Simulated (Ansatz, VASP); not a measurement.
Al: VASP beside Ansatz

File INCAR:

```
  ALGO = Normal
  EDIFF = 1E-7
  ENCUT = 520
  GGA = PE
  ISIF = 2
  ISMEAR = -1
  LASPH = True
  LCHARG = False
  LREAL = False
  LWAVE = False
  NBANDS = 8
  NELM = 100
  PREC = Accurate
  SIGMA = 1.0
```

The input KPOINTS:

```
k-points
0
Gamma
  13 13 13
```

The input POSCAR:

```
Al
1.0
    0.0000000000      2.0199630948      2.0199630948
    2.0199630948      0.0000000000      2.0199630948
    2.0199630948      2.0199630948      0.0000000000
Al
1
Direct
    0.0000000000      0.0000000000      0.0000000000
```

Input for Ansatz:

```yaml
crystal:
  lattice:
    - [0.0, 2.0199630948, 2.0199630948]
    - [2.0199630948, 0.0, 2.0199630948]
    - [2.0199630948, 2.0199630948, 0.0]
  atoms:
    - { symbol: Al, position: [0.0, 0.0, 0.0] }
hamiltonian:
  xc: pbe
  pseudopotentials:
    kind: paw
    azcp:
      Al: "pseudopotentials/Al.paw.azcp"
basis:
  ecutwfc: 420
  fft_grid_basis: typed
kpoints:
  mp_grid: { grid: [13, 13, 13], shift: [0, 0, 0] }
magnetization:
  spin_polarized: false
scf:
  occupations: { method: fermi_dirac, width: 1.0 }
  lower_state_search: "off"
output:
  stress: true
```

Alike in both runs: task single point; functional PBE; k mesh 13 × 13 × 13; occupations fermi-dirac, width 1 eV; no spin polarisation.

|  | VASP | Ansatz |
| --- | --- | --- |
| version | VASP 6.6.1 | Ansatz 0.2.0 |
| potentials or method | VASP PAW PBE potentials, release 64 (Al) | plane waves (420 eV) with PAW, scalar-relativistic |
| plane-wave cutoff (eV) | 520 | 420 |
| valence electrons in the cell | 3 | 3 |

|  | VASP | Ansatz | Ansatz less VASP |
| --- | --- | --- | --- |
| pressure (GPa) | 4.6 | 4.6 | +0.03 |
